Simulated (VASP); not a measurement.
Set up this calculation in VASP 6.6.1, as the native input.

```
Task                   : single point
Functional             : BLYP
Potentials or basis    : VASP PAW PBE potentials, release 64 (Te)
Cutoff                 : 520 eV
k mesh                 : 13 × 13 × 13
Occupations            : fermi-dirac, width 0.1 eV
Spin                   : no spin polarisation
Dipole correction      : no
Further INCAR settings : ALGO = Normal; EDIFF = 1e-07; NBANDS = 9
```

The structure of Te lies in POSCAR:

```
Te
1.0
   -2.0278316737      2.0278316737      2.0278316737
    2.0278316737     -2.0278316737      2.0278316737
    2.0278316737      2.0278316737     -2.0278316737
Te
1
Direct
    0.0000000000      0.0000000000      0.0000000000
```

This isn't the form of Te at room conditions, which is trigonal, of chains.

The input as run:

INCAR

```
PREC     = Accurate       # precision mode
ENCUT    = 520            # plane-wave cutoff, eV
EDIFF    = 1E-7           # SCF threshold, eV
ISMEAR   = -1             # smearing method
SIGMA    = 0.1            # smearing width, eV
LREAL    = False          # projectors in reciprocal space
LASPH    = True           # aspherical terms in the spheres
NELM     = 100            # most SCF steps
ALGO     = Normal         # electronic algorithm
ISIF     = 2              # what is computed and relaxed
LWAVE    = False          # write WAVECAR
LCHARG   = False          # write CHGCAR
GGA      = B5             # functional
ALDAX    = 1.0          
AGGAX    = 1.0          
AGGAC    = 1.0          
ALDAC    = 0.0          
NBANDS   = 9              # bands
```

KPOINTS

```
regular mesh
0
Gamma
  13 13 13
```

Potentials or basis: VASP PAW PBE potentials, release 64 (Te).

Command:

```sh
$ cat potpaw_PBE.64/Te/POTCAR > POTCAR
$ mpirun -np 1 vasp_std > vasp.out
```

Results of the run:

```yaml
Pressure: -1.4 GPa
Band_gap_on_the_k_mesh: none (metal or under the smearing width)
```

Caveat: the PAW data sets were made with another functional, which shifts forces and pressure a little.

Wall time 33 s on 1 thread of AMD EPYC 7R43 64-Core Processor (Zen 3), on a shared host, peak memory 0.13 GiB.
